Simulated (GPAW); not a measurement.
# SnTe (Fm-3m) in GPAW: further runs, part 3 of 3

GPAW 26.7.0.

**6. G0W0 quasiparticle levels, PBE**

This run uses another cell than the first one, of 31.91 Å³/atom, 1.020 times its volume.

File run.py:

```python
import json
import numpy as np
from ase.dft.bandgap import bandgap
from ase.io import read, write
from gpaw import GPAW, PW
from gpaw.response.g0w0 import G0W0

atoms = read('SnTe.xyz')

calc = GPAW(mode=PW(450),
            xc='PBE',
            kpts={'size': (3, 3, 3), 'gamma': True},
            occupations={'name': 'fermi-dirac', 'width': 0.001},
            nbands=19,
            convergence={'density': 1e-06},
            maxiter=150,
            txt='gpaw.txt')
atoms.calc = calc
energy = atoms.get_potential_energy()
calc.write('gs.gpw')
write('result.traj', atoms)
print(f'Energy: {energy:.6f} eV')
print('Fermi level:', round(calc.get_fermi_level(), 4), 'eV')
print(f'Gap: {bandgap(calc)[0]:.4f} eV, direct: {bandgap(calc, direct=True)[0]:.4f} eV')

calc.diagonalize_full_hamiltonian(nbands=146)
calc.write('full.gpw', mode='all')

ibz = calc.get_ibz_k_points()
gap, vbm, cbm = bandgap(calc, output=None)
gap, direct, _ = bandgap(calc, direct=True, output=None)
gamma = int(np.abs(ibz).sum(1).argmin())
kpts = sorted({gamma, vbm[1], cbm[1], direct[1]})
gw = G0W0(calc='full.gpw',
          filename='gw',
          ecut=98.7,
          ecut_extrapolation=True,
          relbands=(-2, 2),
          kpts=kpts,
          integrate_gamma='WS',
          ppa=True)
gw.calculate()
results = {mode: {key: np.asarray(r[key]).tolist() for key in ['f', 'eps', 'vxc', 'exx', 'sigma', 'Z', 'qp', 'sigma_eskn']}
           for mode, r in gw.all_results.items()}
json.dump({'kpts': ibz[kpts].tolist(), 'results': results}, open('gw.json', 'w'))
for mode, r in results.items():
    f, qp = np.array(r['f']), np.array(r['qp'])
    print(mode, 'quasiparticle energies (eV):')
    print(qp.round(3))
    print(mode, 'gap:', round(qp[f < 0.5].min() - qp[f > 0.5].max(), 4), 'eV')
```

File SnTe.xyz:

```xyz
2
Lattice="0.0000000000 3.1717171644 3.1717171644 3.1717171644 0.0000000000 3.1717171644 3.1717171644 3.1717171644 0.0000000000" Properties=species:S:1:pos:R:3 pbc="T T T"
Te     3.1717171644      3.1717171644      3.1717171644
Sn     0.0000000000      0.0000000000      0.0000000000
```

Potentials or basis: GPAW PAW data sets (gpaw-data 1.2.1), pw.

On the command line:

```sh
$ OMP_NUM_THREADS=1 python run.py
```

gpaw.txt:

```text
__  _  _
 | _ |_)|_||  |
 |__||  | ||/\| - 26.7.0

Input parameters:
  mode=PW(ecut=450.00000000000006),
  convergence={'density': 1e-06},
  kpts=MonkhorstPack(size=(3, 3, 3), gamma=True),
  maxiter=150,
  nbands=19,
  occupations=Occupations(name='fermi-dirac', width=0.001),
  xc=XC(name='PBE')

Diagonalizing LCAO Hamiltonian
Converting LCAO to pw mode

                 Te

       Sn

Atoms  # Å, Bohr magnetons
|   | symbol |        x |        y |        z |    initial magnetic moments |
|---|--------|----------|----------|----------|-----------------------------|
| 0 |     Te | 3.171717 | 3.171717 | 3.171717 | ( 0.0000,  0.0000,  0.0000) |
| 1 |     Sn | 0.000000 | 0.000000 | 0.000000 | ( 0.0000,  0.0000,  0.0000) |

Unit cell  # Å
| periodic |        x |        y |        z |  lengths |    angles |
|----------|----------|----------|----------|----------|-----------|
|      yes | 0.000000 | 3.171717 | 3.171717 | 4.485485 | 60.000000 |
|      yes | 3.171717 | 0.000000 | 3.171717 | 4.485485 | 60.000000 |
|      yes | 3.171717 | 3.171717 | 0.000000 | 4.485485 | 60.000000 |

Number of symmetries: 48
Symmetry operations  # r_c * U_cc + t_c -> r_c
|    | kind |            matrix            |
|----|------|------------------------------|
|  0 |  σ   |  1, 0, 0,  1, 0,-1,  1,-1, 0 |
|  1 |  C2  |  1, 0, 0,  1,-1, 0,  1, 0,-1 |
|  2 |  E   |  1, 0, 0,  0, 1, 0,  0, 0, 1 |
|  3 |  σ   |  1, 0, 0,  0, 0, 1,  0, 1, 0 |
|  4 |  C4  |  1, 0,-1,  1, 0, 0,  1,-1, 0 |
|  5 |  S6  |  1, 0,-1,  1,-1, 0,  1, 0, 0 |
|  6 |  σ   |  1, 0,-1,  0, 1,-1,  0, 0,-1 |
|  7 |  C3  |  1, 0,-1,  0, 0,-1,  0, 1,-1 |
|  8 |  S6  |  1,-1, 0,  1, 0, 0,  1, 0,-1 |
|  9 |  C4  |  1,-1, 0,  1, 0,-1,  1, 0, 0 |
| 10 |  C3  |  1,-1, 0,  0,-1, 1,  0,-1, 0 |
| 11 |  σ   |  1,-1, 0,  0,-1, 0,  0,-1, 1 |
| 12 |  σ   |  0, 1, 0,  1, 0, 0,  0, 0, 1 |
| 13 |  C4  |  0, 1, 0,  0, 1,-1, -1, 1, 0 |
| 14 |  C3  |  0, 1, 0,  0, 0, 1,  1, 0, 0 |
| 15 |  S6  |  0, 1, 0, -1, 1, 0,  0, 1,-1 |
| 16 |  C2  |  0, 1,-1,  1, 0,-1,  0, 0,-1 |
| 17 |  σ   |  0, 1,-1,  0, 1, 0, -1, 1, 0 |
| 18 |  S4  |  0, 1,-1,  0, 0,-1,  1, 0,-1 |
| 19 |  C4  |  0, 1,-1, -1, 1, 0,  0, 1, 0 |
| 20 |  C3  |  0, 0, 1,  1, 0, 0,  0, 1, 0 |
| 21 |  σ   |  0, 0, 1,  0, 1, 0,  1, 0, 0 |
| 22 |  S6  |  0, 0, 1,  0,-1, 1, -1, 0, 1 |
| 23 |  C4  |  0, 0, 1, -1, 0, 1,  0,-1, 1 |
| 24 |  S4  |  0, 0,-1,  1, 0,-1,  0, 1,-1 |
| 25 |  C3  |  0, 0,-1,  0, 1,-1,  1, 0,-1 |
| 26 |  C2  |  0, 0,-1,  0,-1, 0, -1, 0, 0 |
| 27 |  S6  |  0, 0,-1, -1, 0, 0,  0,-1, 0 |
| 28 |  S4  |  0,-1, 1,  1,-1, 0,  0,-1, 0 |
| 29 |  C4  |  0,-1, 1,  0, 0, 1, -1, 0, 1 |
| 30 |  C2  |  0,-1, 1,  0,-1, 0,  1,-1, 0 |
[... 84 lines left out ...]
    valence: 14
    core:    36
    charge:  0.0  # [|e|]
    compensation charges:
      type: gauss
      rc: 0.38  # [Å]
      lmax: 2
    cutoffs:
      filter: 2.23  # [Å]
      core: 2.35  # [Å]
    projectors
    | kind |    occ | energy [eV] | rcut [Å] |
    |------|--------|-------------|----------|
    |   5s |  2.000 |     -10.538 |    1.201 |
    |   5p |  2.000 |      -3.696 |    1.270 |
    |   4d | 10.000 |     -25.845 |    1.185 |
    |    s |        |      16.674 |    1.201 |
    |    p |        |      23.515 |    1.270 |
    |    d |        |       1.367 |    1.185 |

    Using partial waves for Sn as LCAO basis

Reference energy: -352801.376741  # eV

eigensolver:
  PPCG
  Converge bands: occupied
  niter=2

density mixing:
  MSR1-Mixer
  Pratt-step length: 0.05
  Maximum mixing coefficient: 0.75
  Old densities: 10
  SVD Regularization: 0.005
  Good broyden scale: 1.0
  Trust region scale: 1.0
  Backstep threshold: 4.0
  History deletion threshold: 6.0
  Fourier metric: weight=20.0, sigma=0.015

occupation numbers:
  Fermi-Dirac:
    width: 0.0010  # eV

poisson solver:
  ecut: 3600.0000000000005  # eV

xc functional:
  name: PBE with 2 nearest neighbor stencil

convergence criteria:
- Maximum integral of absolute [dens]ity change: 1e-06 electrons / valence electron
- Maximum [total energy] change in last 3 cyles: 0.0005 eV / valence electron
- Maximum integral of absolute [eigenst]ate change: 4e-08 eV^2 / valence electron
maximum number of iterations: 150

SCF iterations
|iter     | |      energy | eigst |  dens |
|---------|-|-------------|-------|-------|
|iter:   1| |   -7.914180 | -0.21 |       |
|iter:   2| |   -7.906468 | -2.33 | -1.49 |
|iter:   3| |   -7.871273 | -2.78 | -1.53 |
|iter:   4| |   -7.872581 | -4.23 | -2.08 |
|iter:   5| |   -7.872847c| -4.76 | -2.55 |
|iter:   6| |   -7.872853c| -6.25 | -3.31 |
|iter:   7| |   -7.872854c| -7.46c| -4.08 |
|iter:   8| |   -7.872854c| -7.66c| -4.67 |
|iter:   9| |   -7.872854c| -8.24c| -5.74 |
|iter:  10| |   -7.872854c| -8.80c| -6.39c|

Converged in 10 steps
Energy contributions relative to reference atoms: (reference = -352801.376741)

Energy contributions:
  Kinetic:          14.009340
  Coulomb:         -14.497443
  Zero:              0.176433
  External:          0.000000
  Xc:               -7.561183
  Entropy:          -0.000000
  Spinorbit:         0.000000
  ----------------------------
  Free energy:      -7.872854
  Extrapolated:     -7.872854

dipole moment: (-21.495454, -21.495454, -21.495454)  # |e|*Ang

Fermi level: 6.660
Eigenvalues  # (at kpt = [0.000, 0.000, 0.000])
| band index |      eig [eV] | occ [0-2] |
|------------|---------------|-----------|
|          0 |       -15.675 |     2.000 |
|        ... |               |           |
|          2 |       -15.667 |     2.000 |
|          3 |       -15.667 |     2.000 |
|          4 |       -15.667 |     2.000 |
|          5 |        -6.431 |     2.000 |
|          6 |         1.479 |     2.000 |
|          7 |         4.116 |     2.000 |
[... 9 lines left out ...]
|         17 |        13.118 |     0.000 |
|         18 |        13.118 |     0.000 |

Gap: 1.584 eV
Transition (v -> c):
  (s=0, k=3, n=9, [0.33, 0.33, 0.33]) -> (s=0, k=3, n=10, [0.33, 0.33, 0.33])
No difference between direct/indirect transitions
# Writing to gs.gpw (mode='')

Matrix size: 1411x1411
# Writing to full.gpw (mode='all')
```

Run time: 1.7 min. Hardware: 1 thread of Arm Neoverse V1, shared host; peak memory 0.37 GiB.

What came out:

- Free energy: -7.8729 eV

Caveat: the k mesh is coarse (spacing up to 0.57 Å⁻¹), so the values aren't converged; this odd mesh misses L, where the gap lies, so gap, dielectric constants and Born charges aren't listed; the long-wavelength limit can be off by a per cent or two.

**7. G0W0 quasiparticle levels, PBE**

This run uses another cell than the first one, of 32.53 Å³/atom, 1.040 times its volume.

run.py, as its differences from that of step 6:

```diff
@@ -35,3 +35,3 @@
           filename='gw',
-          ecut=98.7,
+          ecut=97.4,
           ecut_extrapolation=True,
```

File SnTe.xyz:

```xyz
2
Lattice="0.0000000000 3.1923133075 3.1923133075 3.1923133075 0.0000000000 3.1923133075 3.1923133075 3.1923133075 0.0000000000" Properties=species:S:1:pos:R:3 pbc="T T T"
Te     3.1923133075      3.1923133075      3.1923133075
Sn     0.0000000000      0.0000000000      0.0000000000
```

Potentials or basis: GPAW PAW data sets (gpaw-data 1.2.1), pw.

On the command line:

```sh
$ OMP_NUM_THREADS=1 python run.py
```

gpaw.txt:

```text
__  _  _
 | _ |_)|_||  |
 |__||  | ||/\| - 26.7.0

Input parameters:
  mode=PW(ecut=450.00000000000006),
  convergence={'density': 1e-06},
  kpts=MonkhorstPack(size=(3, 3, 3), gamma=True),
  maxiter=150,
  nbands=19,
  occupations=Occupations(name='fermi-dirac', width=0.001),
  xc=XC(name='PBE')

Diagonalizing LCAO Hamiltonian
Converting LCAO to pw mode

                 Te

       Sn

Atoms  # Å, Bohr magnetons
|   | symbol |        x |        y |        z |    initial magnetic moments |
|---|--------|----------|----------|----------|-----------------------------|
| 0 |     Te | 3.192313 | 3.192313 | 3.192313 | ( 0.0000,  0.0000,  0.0000) |
| 1 |     Sn | 0.000000 | 0.000000 | 0.000000 | ( 0.0000,  0.0000,  0.0000) |

Unit cell  # Å
| periodic |        x |        y |        z |  lengths |    angles |
|----------|----------|----------|----------|----------|-----------|
[... 185 lines left out ...]
|iter:   3| |   -7.875297 | -2.75 | -1.51 |
|iter:   4| |   -7.876713 | -4.22 | -2.07 |
|iter:   5| |   -7.877004c| -4.76 | -2.54 |
|iter:   6| |   -7.877010c| -6.20 | -3.32 |
|iter:   7| |   -7.877010c| -7.41c| -4.09 |
|iter:   8| |   -7.877011c| -7.63c| -4.66 |
|iter:   9| |   -7.877011c| -8.13c| -5.71 |
|iter:  10| |   -7.877011c| -8.75c| -6.36c|

Converged in 10 steps
Energy contributions relative to reference atoms: (reference = -352801.376741)

Energy contributions:
  Kinetic:          12.487818
  Coulomb:         -13.273559
  Zero:              0.179852
  External:          0.000000
  Xc:               -7.271122
  Entropy:          -0.000000
  Spinorbit:         0.000000
  ----------------------------
  Free energy:      -7.877011
  Extrapolated:     -7.877011

dipole moment: (-21.634704, -21.634704, -21.634704)  # |e|*Ang

Fermi level: 6.403
Eigenvalues  # (at kpt = [0.000, 0.000, 0.000])
| band index |      eig [eV] | occ [0-2] |
|------------|---------------|-----------|
|          0 |       -15.891 |     2.000 |
|        ... |               |           |
|          2 |       -15.885 |     2.000 |
|          3 |       -15.885 |     2.000 |
|          4 |       -15.885 |     2.000 |
|          5 |        -6.520 |     2.000 |
|          6 |         1.180 |     2.000 |
|          7 |         3.941 |     2.000 |
[... 9 lines left out ...]
|         17 |        12.879 |     0.000 |
|         18 |        12.923 |     0.000 |

Gap: 1.614 eV
Transition (v -> c):
  (s=0, k=3, n=9, [0.33, 0.33, 0.33]) -> (s=0, k=3, n=10, [0.33, 0.33, 0.33])
No difference between direct/indirect transitions
# Writing to gs.gpw (mode='')

Matrix size: 1420x1420
# Writing to full.gpw (mode='all')
```

Run time: 99 s. Hardware: 1 thread of Arm Neoverse V1, shared host; peak memory 0.35 GiB.

What came out:

```yaml
Free_energy: -7.8770 eV
```

Levels at points of the mesh, in eV from the Fermi level:
```
           k point  band 8  band 9  band 10  band 11  band 12  band 13
(0.00, 0.00, 0.00)   -2.46   -2.46    -2.46     2.85     2.85     2.85
```

Caveat: the k mesh is coarse (spacing up to 0.57 Å⁻¹), so the values aren't converged; this odd mesh misses L, where the gap lies, so gap, dielectric constants and Born charges aren't listed; the long-wavelength limit can be off by a per cent or two.

**8. The runs side by side**

```csv
task,level,potentials or basis,cell,k mesh,cutoff (eV),response ecut,response k mesh,response bands,kernels,coarser k mesh,mesh quality,gap on the mesh (eV)
dielectric tensor,PBEsol,"PAW data sets generated in the run's folder for this functional, pw","Fm-3m, 31.28 Å³/atom",6 × 6 × 6,400,80 eV,18 × 18 × 18,30,["RPA"],18 × 18 × 18,not flagged,0.15
dielectric tensor,PBE,"GPAW PAW data sets (gpaw-data 1.2.1), pw","Fm-3m, 31.28 Å³/atom",6 × 6 × 6,400,80 eV,18 × 18 × 18,30,["RPA"],18 × 18 × 18,not flagged,0.10
dielectric tensor,RPBE,"the program's PAW data sets (release 1.2.1) made for this functional, pw","Fm-3m, 31.28 Å³/atom",6 × 6 × 6,400,80 eV,18 × 18 × 18,30,["RPA"],18 × 18 × 18,not flagged,0.08
dielectric tensor,GLLB-SC,"the program's PAW data sets (release 1.2.1) made for this functional, pw","Fm-3m, 31.28 Å³/atom",6 × 6 × 6,400,80 eV,18 × 18 × 18,30,["RPA"],18 × 18 × 18,not flagged,-
G0W0 quasiparticle levels,PBE,"GPAW PAW data sets (gpaw-data 1.2.1), pw","Fm-3m, 31.91 Å³/atom",3 × 3 × 3,450,98.7 eV,-,142,-,-,coarse,-
G0W0 quasiparticle levels,PBE,"GPAW PAW data sets (gpaw-data 1.2.1), pw","Fm-3m, 32.53 Å³/atom",3 × 3 × 3,450,97.4 eV,-,142,-,-,coarse,-
```

Alike in all rows: no spin polarisation; smearing fermi-dirac 0.001 eV.

Caveats: some runs use coarse meshes; the long-wavelength limit can be off by a per cent or two; the gap is small at this level, which inflates the dielectric constant (some runs); spin-orbit coupling is left out, which moves the levels of the heavy elements (some runs); a model potential gives levels but no total energy (some runs); response on these states lacks terms of the Hamiltonian (some runs).

Absolute energies hang on the potentials; compare differences alone.

**9. How close it comes**

Step 2. Against the measured gap of SnTe, 0.18 eV (direct; 300 K; a printed reference work, textbook), the calculated 0.15 eV is off by -0.03 eV. Spin-orbit coupling on Sn, Te is left out. The value is that of PBEsol on a finite k mesh, which can miss the band edges, without temperature or zero-point motion. Semilocal functionals fall short of measured gaps as a rule.

Step 3. Against the measured gap of SnTe, 0.18 eV (direct; 300 K; a printed reference work, textbook), the calculated 0.10 eV is off by -0.08 eV. Spin-orbit coupling on Sn, Te is left out. The value is that of PBE on a finite k mesh, which can miss the band edges, without temperature or zero-point motion. Semilocal functionals fall short of measured gaps as a rule.

Step 4. Measured gap of SnTe: 0.18 eV (direct; 300 K; a printed reference work, textbook). This calculation gives 0.08 eV (-0.10 eV). Spin-orbit coupling on Sn, Te is left out. The value is that of RPBE on a finite k mesh, which can miss the band edges, without temperature or zero-point motion. Semilocal functionals fall short of measured gaps as a rule.

Step 5. The gap isn't set beside the deposited one, since the derivative discontinuity is missing.
